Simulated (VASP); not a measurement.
# Au (Im-3m) in VASP: further runs

The runs below take Au through single point, relaxation of cell and atoms, with r2SCAN.

Program: VASP 6.6.1. These are calculated values, not measurements. Logs are shortened: lines on timing, memory, paths and dates and some standing lists are left out, and cuts for length are marked.

**1. Starting point**

It takes space group Im-3m (No. 229, cubic). Conventional cell: a = 3.275 Å, b = 3.275 Å, c = 3.275 Å, α = 90.00°, β = 90.00°, γ = 90.00°. Au (site symmetry m-3m) has 8 Au at 2.84 Å as nearest neighbours.

This isn't the form of Au at room conditions, which is fcc.

**2. Single point, r2SCAN**

POSCAR

```
Au
1.0
   -1.6375786160      1.6375786160      1.6375786160
    1.6375786160     -1.6375786160      1.6375786160
    1.6375786160      1.6375786160     -1.6375786160
Au
1
Direct
    0.0000000000      0.0000000000      0.0000000000
```

INCAR.step1

```
  PREC = Accurate
  ENCUT = 520
  ISMEAR = 0
  SIGMA = 0.1
  LREAL = F
  LASPH = T
  NELM = 100
  NBANDS = 12
  GGA = PE
  ALGO = Normal
  EDIFF = 1E-4
  LWAVE = T
  LCHARG = F
```

INCAR.step2

```
  PREC = Accurate
  ENCUT = 520
  EDIFF = 1E-6
  ISMEAR = 0
  SIGMA = 0.1
  LREAL = F
  LASPH = T
  NELM = 100
  ALGO = Normal
  ISIF = 2
  LWAVE = F
  LCHARG = F
  METAGGA = R2SCAN
  LMIXTAU = T
  NBANDS = 12
  ISTART = 1
```

KPOINTS

```
regular mesh
0
Gamma
  18 18 18
```

Potentials or basis: VASP PAW PBE potentials, release 64 (Au).

Run with:

```bash
$ cat potpaw_PBE.64/Au/POTCAR > POTCAR
$ cp INCAR.step1 INCAR
$ mpirun -np 1 vasp_std > vasp.out
$ cp INCAR.step2 INCAR
$ mpirun -np 1 vasp_std > vasp.out
```

OUTCAR:

```text
PREC = Accurate
   ENCUT = 520
   EDIFF = 1E-6
   ISMEAR = 0
   LREAL = F
   LASPH = T
   NELM = 100
   ISIF = 2
   METAGGA = R2SCAN
   ISTART = 1

 ion  position               nearest neighbor table
   1  0.000  0.000  0.000-

  LATTYP: Found a body centered cubic cell.
 ALAT       =     3.2751572320

  Lattice vectors:

 A1 = (  -1.6375786160,   1.6375786160,   1.6375786160)
 A2 = (   1.6375786160,  -1.6375786160,   1.6375786160)
 A3 = (   1.6375786160,   1.6375786160,  -1.6375786160)

Analysis of symmetry for initial positions (statically):
=====================================================================
 Subroutine PRICEL returns:
 Original cell was already a primitive cell.

 Routine SETGRP: Setting up the symmetry group for a
 body centered cubic supercell.

 Subroutine GETGRP returns: Found 48 space group operations
 (whereof 48 operations were pure point group operations)
 out of a pool of 48 trial point group operations.

The static configuration has the point symmetry O_h .

Analysis of symmetry for dynamics (positions and initial velocities):
=====================================================================
 Subroutine PRICEL returns:
 Original cell was already a primitive cell.

 Routine SETGRP: Setting up the symmetry group for a
 body centered cubic supercell.

 Subroutine GETGRP returns: Found 48 space group operations
 (whereof 48 operations were pure point group operations)
 out of a pool of 48 trial point group operations.

The dynamic configuration has the point symmetry O_h .

 Subroutine INISYM returns: Found 48 space group operations
 (whereof 48 operations are pure point group operations),
 and found     1 'primitive' translations

----------------------------------------------------------------------------------------

                                     Primitive cell

  volume of cell :      17.5657

  direct lattice vectors                    reciprocal lattice vectors
    -1.637578616  1.637578616  1.637578616     0.000000000  0.305328853  0.305328853
     1.637578616 -1.637578616  1.637578616     0.305328853  0.000000000  0.305328853
     1.637578616  1.637578616 -1.637578616     0.305328853  0.305328853  0.000000000

  length of vectors
     2.836369364  2.836369364  2.836369364     0.431800204  0.431800204  0.431800204

  position of ions in fractional coordinates (direct lattice)
     0.000000000  0.000000000  0.000000000

  ion indices of the primitive-cell ions
   primitive index   ion index
[... 82 lines left out ...]
   TEBEG  =    0.0;   TEEND  =   0.0 temperature during run
   PSTRESS=    0.0 pullay stress
   NELECT =      11.0000    total number of electrons
   NUPDOWN=      -1.0000    fix difference up-down
   EMIN   =  10.00;   EMAX   =-10.00  energy-range for DOS
   EFERMI =   0.00;   METHOD = LEGACY
   ISMEAR =     0;   SIGMA  =   0.10  broadening in eV -4-tet -1-fermi 0-gaus
   EFERMI_NEDOS =   21; number of points for ismear=-14 and -15
   IALGO  =     38    algorithm
   IMIX   =      4    mixing-type and parameters
     AMIX     =   0.40;   BMIX     =  1.00
     AMIX_MAG =   1.60;   BMIX_MAG =  1.00
  volume/ion in A,a.u.               =      17.57       118.54
  Fermi-wavevector in a.u.,A,eV,Ry     =   1.400609  2.646767 26.690624  1.961705
  Thomas-Fermi vector in A             =   2.523553
   LORBIT       =      0    0 simple, 1 ext, 2 COOP (PROOUT), +10 PAW based schemes
   METAGGA = R2SCAN    functional components
   LHFCALC =     F    Hartree Fock is set to
   AEXX    =    0.0000 exact exchange contribution
   IVDW    =     0    specifies the selected vdW correction
   LEPSILON=     F    determine dielectric tensor
   LRPA    =     F    only Hartree local field effects (RPA)
 non-spin polarized calculation
 Gauss-broadening in eV      SIGMA  =   0.10
  energy-cutoff  :      520.00
  volume of cell :       17.57
 maximum number of plane-waves:       490
 NGX is ok and might be reduce to    24
   NGX = 11   NGY = 11   NGZ = 11

 number of electron      11.0000001 magnetization

 Free energy of the ion-electron system (eV)
  ---------------------------------------------------
  ext. energy  EPLUGINS =         0.00000000
  ---------------------------------------------------
  free energy    TOTEN  =       -50.57528764 eV

  energy without entropy =      -50.57442500  energy(sigma->0) =      -50.57485632

 E-fermi :   8.9337     XC(G=0): -13.4133

 val. band max:        8.9115304848   @ k =   0.5000   0.5000   0.0556
 cond. band min:       9.0042457787   @ k =  -0.3333   0.3333   0.3333
 fundamental gap:      0.0927152938
 Fermi energy:         8.9336817330

 k-point     1 :       0.0000    0.0000    0.0000
  band No.  band energies     occupation
      1      -0.9156      2.00000
      2       3.8526      2.00000
      3       3.8526      2.00000
      4       3.8526      2.00000
      5       5.7401      2.00000
      6       5.7401      2.00000
      7      26.2534      0.00000
      8      26.2534      0.00000
      9      26.2534      0.00000
     10      33.5540      0.00000
     11      33.5540      0.00000
     12      33.5540      0.00000
[... 331 lines left out ...]
 k-point    24 :       0.3889    0.1111   -0.0000
  band No.  band energies     occupation
      1       1.8578      2.00000
      2       2.9108      2.00000
      3       5.3504      2.00000
      4       5.6172      2.00000
      5       6.4267      2.00000
      6       9.0631      0.06714
      7      13.3984      0.00000
      8      21.1294      0.00000
      9      22.9124      0.00000
     10      30.7949      0.00000
     11      32.6319      0.00000
     12      32.8650      0.00000

 [... further k-points ...]

------------------------ aborting loop because EDIFF is reached ----------------------------------------

  FORCE on cell =-STRESS in cart. coord.  units (eV):
  Direction    XX          YY          ZZ          XY          YZ          ZX
  --------------------------------------------------------------------------------------
  -------------------------------------------------------------------------------------
  Total        0.0307181      0.0307181      0.0307181     -0.0000000      0.0000000     -0.0000000
  in kB        2.8018116      2.8018116      2.8018116     -0.0000000      0.0000000     -0.0000000
  external PRESSURE =       2.8018116 kB  Pullay stress =       0.0000000 kB

 VOLUME and BASIS-vectors are now :
 -----------------------------------------------------------------------------
  energy-cutoff  :      520.00
  volume of cell :       17.57
      direct lattice vectors                 reciprocal lattice vectors
    -1.637578616  1.637578616  1.637578616     0.000000000  0.305328853  0.305328853
     1.637578616 -1.637578616  1.637578616     0.305328853  0.000000000  0.305328853
     1.637578616  1.637578616 -1.637578616     0.305328853  0.305328853  0.000000000

 POSITION                                       TOTAL-FORCE (eV/Angst)
 -----------------------------------------------------------------------------------
      0.00000      0.00000      0.00000         0.000000      0.000000      0.000000
 -----------------------------------------------------------------------------------
    total drift:                                0.000000      0.000000      0.000000

  FREE ENERGIE OF THE ION-ELECTRON SYSTEM (eV)
  ---------------------------------------------------
  free  energy   TOTEN  =       -50.5752876424 eV

  energy  without entropy=      -50.5744250040  energy(sigma->0) =      -50.57485632
```

OUTCAR.step1:

```text
PREC = Accurate
   ENCUT = 520
   ISMEAR = 0
   LREAL = F
   LASPH = T
[... 577 lines left out ...]

 POSITION                                       TOTAL-FORCE (eV/Angst)
 -----------------------------------------------------------------------------------
      0.00000      0.00000      0.00000        -0.000000      0.000000      0.000000
 -----------------------------------------------------------------------------------
    total drift:                               -0.000000     -0.000000      0.000000

  FREE ENERGIE OF THE ION-ELECTRON SYSTEM (eV)
  ---------------------------------------------------
  free  energy   TOTEN  =        -3.1970443718 eV

  energy  without entropy=       -3.1964659352  energy(sigma->0) =       -3.19675515
```

OSZICAR.step1:

```text
N       E                     dE             d eps       ncg     rms          rms(c)
DAV:   1     0.484211788484E+02    0.48421E+02   -0.55519E+03  4888   0.812E+02
DAV:   2    -0.279902507549E+01   -0.51220E+02   -0.48023E+02  5544   0.184E+02
DAV:   3    -0.347234822621E+01   -0.67332E+00   -0.67284E+00  5568   0.204E+01
DAV:   4    -0.347463533660E+01   -0.22871E-02   -0.22870E-02  5300   0.138E+00
DAV:   5    -0.347465221100E+01   -0.16874E-04   -0.16874E-04  5548   0.114E-01    0.827E+00
DAV:   6    -0.321694408831E+01    0.25771E+00   -0.72376E-01  5056   0.675E+00    0.536E+00
DAV:   7    -0.319917374983E+01    0.17770E-01   -0.60328E-02  5456   0.197E+00    0.268E+00
DAV:   8    -0.319705937827E+01    0.21144E-02   -0.12964E-03  5132   0.306E-01    0.249E-01
DAV:   9    -0.319704437176E+01    0.15007E-04   -0.70228E-06  3012   0.236E-02
   1 F= -.31970444E+01 E0= -.31967552E+01  d E =-.578437E-03
```

It took 1.9 min on 1 thread of AMD EPYC 9R14 (Zen 4), shared host; peak memory 0.14 GiB.

What came out:

```yaml
Free_energy: -50.5753 eV
Pressure: 0.3 GPa
Band_gap_on_the_k_mesh: none (metal or under the smearing width)
```

Caveat: the PAW data sets were made with another functional, which shifts forces and pressure a little.

**3. Relaxation of cell and atoms, r2SCAN**

This run uses another cell than the first one, of 17.00 Å³/atom, 0.968 times its volume.

POSCAR

```
Au
1.0
   -1.6198059006      1.6198059006      1.6198059006
    1.6198059006     -1.6198059006      1.6198059006
    1.6198059006      1.6198059006     -1.6198059006
Au
1
Direct
    0.0000000000      0.0000000000      0.0000000000
```

INCAR.step1

```
SYSTEM = Au
ALGO = Normal ; EDIFF = 1E-4
ENCUT = 600 ; GGA = PE
ISMEAR = 0 ; LASPH = .True.
LCHARG = .False. ; LREAL = .False.
LWAVE = .True. ; NELM = 100
PREC = Accurate ; SIGMA = 0.1
```

INCAR.step2

```
SYSTEM = Au
ALGO = Normal ; EDIFF = 1E-6
EDIFFG = -0.002 ; ENCUT = 600
IBRION = 2 ; ISIF = 3
ISMEAR = 0 ; ISTART = 1
LASPH = .True. ; LCHARG = .False.
LMIXTAU = .True. ; LREAL = .False.
LWAVE = .False. ; METAGGA = R2SCAN
NELM = 100 ; NSW = 100
PREC = Accurate ; SIGMA = 0.1
```

KPOINTS

```
k-points
0
Gamma
  18 18 18
  0 0 0
```

Potentials or basis: VASP PAW PBE potentials, release 64 (Au).

Run with:

```bash
$ cat potpaw_PBE.64/Au/POTCAR > POTCAR
$ cp INCAR.step1 INCAR
$ mpirun -np 1 vasp_std > vasp.out
$ cp INCAR.step2 INCAR
$ mpirun -np 1 vasp_std > vasp.out
```

OUTCAR:

```text
SYSTEM = Au
   EDIFF = 1E-6
   EDIFFG = -0.002
   ENCUT = 600
   IBRION = 2
   ISIF = 3
   ISMEAR = 0
   ISTART = 1
   LASPH = .True.
   LREAL = .False.
   METAGGA = R2SCAN
   NELM = 100
   NSW = 100
   PREC = Accurate

 ion  position               nearest neighbor table
   1  0.000  0.000  0.000-

  LATTYP: Found a body centered cubic cell.
 ALAT       =     3.2396118012

  Lattice vectors:

 A1 = (  -1.6198059006,   1.6198059006,   1.6198059006)
 A2 = (   1.6198059006,  -1.6198059006,   1.6198059006)
 A3 = (   1.6198059006,   1.6198059006,  -1.6198059006)

Analysis of symmetry for initial positions (statically):
=====================================================================
 Subroutine PRICEL returns:
 Original cell was already a primitive cell.

 Routine SETGRP: Setting up the symmetry group for a
 body centered cubic supercell.

 Subroutine GETGRP returns: Found 48 space group operations
 (whereof 48 operations were pure point group operations)
 out of a pool of 48 trial point group operations.

The static configuration has the point symmetry O_h .

Analysis of symmetry for dynamics (positions and initial velocities):
[... 334 lines left out ...]
--------------------------------------- Ionic step       17  -------------------------------------------

 number of electron      11.0000001 magnetization

 Free energy of the ion-electron system (eV)
  ---------------------------------------------------
  ext. energy  EPLUGINS =         0.00000000
  ---------------------------------------------------
  free energy    TOTEN  =       -50.57472466 eV

  energy without entropy =      -50.57382231  energy(sigma->0) =      -50.57427349

 E-fermi :   8.8969     XC(G=0): -13.3956

 val. band max:        8.8822897702   @ k =   0.5000   0.5000   0.0556
 cond. band min:       8.9667913401   @ k =  -0.3333   0.3333   0.3333
 fundamental gap:      0.0845015699
 Fermi energy:         8.8968663724

 k-point     1 :       0.0000    0.0000    0.0000
  band No.  band energies     occupation
      1      -0.9275      2.00000
      2       3.8272      2.00000
      3       3.8272      2.00000
      4       3.8272      2.00000
      5       5.7072      2.00000
      6       5.7072      2.00000
      7      26.2145      0.00000
      8      26.2145      0.00000
      9      26.2145      0.00000
[... 265 lines left out ...]
 k-point    24 :       0.3889    0.1111    0.0000
  band No.  band energies     occupation
      1       1.8407      2.00000
      2       2.8896      2.00000
      3       5.3205      2.00000
      4       5.5849      2.00000
      5       6.3921      2.00000
      6       9.0260      0.06785
      7      13.3480      0.00000
      8      21.0795      0.00000
      9      22.8615      0.00000

 [... further k-points ...]

------------------------ aborting loop because EDIFF is reached ----------------------------------------

  FORCE on cell =-STRESS in cart. coord.  units (eV):
  Direction    XX          YY          ZZ          XY          YZ          ZX
  --------------------------------------------------------------------------------------
  -------------------------------------------------------------------------------------
  Total        0.0010882      0.0010882      0.0010882     -0.0000000      0.0000000      0.0000000
  in kB        0.0990175      0.0990175      0.0990175     -0.0000000      0.0000000      0.0000000
  external PRESSURE =       0.0990175 kB  Pullay stress =       0.0000000 kB
[... 16 lines left out ...]
  FREE ENERGIE OF THE ION-ELECTRON SYSTEM (eV)
  ---------------------------------------------------
  free  energy   TOTEN  =       -50.5747246594 eV

  energy  without entropy=      -50.5738223146  energy(sigma->0) =      -50.57427349

 reached required accuracy - stopping structural energy minimisation
```

It took 10 min on 1 thread of AMD EPYC 9R14 (Zen 4), shared host; peak memory 0.16 GiB.

What came out:

| Item | Value |
| --- | --- |
| Free energy | -50.5747 eV |
| Relaxed volume | 17.61 Å³/atom |
| Relaxed cell | a = 2.839 Å, b = 2.839 Å, c = 2.839 Å, α = 109.47°, β = 109.47°, γ = 109.47° |
| Space group after relaxing (to 0.05 Å) | Im-3m (No. 229) |
| Energy gained by relaxing | 10.8 meV/atom |
| Ionic steps | 17 |
| Pressure after relaxing | 0.0 GPa |
| Band gap on the k mesh | none (metal or under the smearing width) |

The path:
```
step  energy change (eV)  largest force (eV/Å)  pressure (GPa)  volume (Å³)
   1              0.0000                0.0000            5.97        17.00
   2              0.0128                0.0000           -7.04        18.61
   3             -0.0108                0.0000           -0.05        17.61
   4             -0.0108                0.0000            0.05        17.60
   5             -0.0108                0.0000            0.05        17.60
   6             -0.0108                0.0000            0.05        17.60
   7             -0.0108                0.0000            0.04        17.60
   8             -0.0108                0.0000            0.04        17.60
   9             -0.0108                0.0000            0.04        17.60
  10             -0.0108                0.0000            0.04        17.60
  11             -0.0108                0.0000            0.04        17.60
  12             -0.0108                0.0000            0.04        17.60
  13             -0.0108                0.0000            0.04        17.60
  14             -0.0108                0.0000            0.04        17.60
  15             -0.0108                0.0000            0.04        17.60
  16             -0.0108                0.0000            0.03        17.60
  17             -0.0108                0.0000            0.01        17.61
```

Final structure:
```
Au
1.0
    -1.63889    1.63889    1.63889
     1.63889   -1.63889    1.63889
     1.63889    1.63889   -1.63889
Au
1
Direct
  0.00000 0.00000 0.00000
```

Levels at points of the mesh, in eV from the Fermi level:
| k point | band 3 | band 4 | band 5 | band 6 | band 7 | band 8 | band 9 |
| --- | --- | --- | --- | --- | --- | --- | --- |
| (0.00, 0.00, 0.00) | -5.07 | -5.07 | -3.19 | -3.19 | 17.32 | 17.32 | 17.32 |
| (0.50, 0.00, 0.00) | -3.33 | -3.01 | -1.66 | -0.42 | 3.40 | 12.99 | 14.18 |
| (0.50, 0.50, 0.50) | -2.04 | -2.04 | -2.04 | 6.52 | 6.52 | 6.52 | 9.65 |

Caveat: the PAW data sets were made with another functional, which shifts forces and pressure a little. The run has no spin-orbit coupling, so splittings on Au are missing.

**4. Single point, r2SCAN**

This run uses another cell than the first one, of 17.00 Å³/atom, 0.968 times its volume.

POSCAR is that of step 3.

INCAR.step1

```
PREC = Accurate
ENCUT = 520
ISMEAR = 0
SIGMA = 0.1
LREAL = False
LASPH = True
NELM = 100
NBANDS = 12
GGA = PE
ALGO = Normal
EDIFF = 1E-4
LWAVE = True
LCHARG = False
```

INCAR.step2

```
PREC = Accurate
ENCUT = 520
EDIFF = 1E-6
ISMEAR = 0
SIGMA = 0.1
LREAL = False
LASPH = True
NELM = 100
ALGO = Normal
ISIF = 2
LWAVE = False
LCHARG = False
METAGGA = R2SCAN
LMIXTAU = True
NBANDS = 12
ISTART = 1
```

KPOINTS

```
Automatic mesh
0
Gamma
  8 8 8
```

Run with:

```bash
$ cat potpaw_PBE.64/Au/POTCAR > POTCAR
$ cp INCAR.step1 INCAR
$ mpirun -np 1 vasp_std > vasp.out
$ cp INCAR.step2 INCAR
$ mpirun -np 1 vasp_std > vasp.out
```

Wall time 24 s (1 thread of AMD EPYC 9R14 (Zen 4), shared host); peak memory 0.12 GiB.

The run converged. Its results:

```yaml
Free_energy: -50.5211 eV
Pressure: 6.0 GPa
Band_gap_on_the_k_mesh: none (metal or under the smearing width)
```

Levels at points of the mesh, in eV from the Fermi level:
```
           k point  band 1  band 2  band 3  band 4  band 5  band 6  band 7  band 8  band 9  band 10
(0.00, 0.00, 0.00)  -10.36   -5.43   -5.43   -5.43   -3.44   -3.44   17.19   17.19   17.19    25.10
(0.50, 0.00, 0.00)   -7.81   -6.55   -3.59   -3.25   -1.81   -0.73    3.46   12.88   14.30    22.61
(0.50, 0.50, 0.50)   -7.41   -7.41   -2.21   -2.21   -2.21    6.41    6.41    6.41    9.95    16.53
```

Caveat: the PAW data sets were made with another functional, which shifts forces and pressure a little.

**5. Summary**

```tsv
task	cell	k mesh	cutoff (eV)	gap on the mesh (eV)	pressure (GPa)
single point	Im-3m, 17.57 Å³/atom	18 × 18 × 18	520	none	0.3
relaxation of cell and atoms	relaxed	18 × 18 × 18	600	none	0.0
single point	Im-3m, 17.0 Å³/atom	8 × 8 × 8	520	none	6.0
```

Alike in all rows: level r2SCAN; potentials or basis VASP PAW PBE potentials, release 64 (Au); no spin polarisation; smearing gaussian 0.1 eV.

Caveats: the PAW data sets were made with another functional, which shifts forces and pressure a little.

Absolute energies hang on the potentials; compare differences alone.
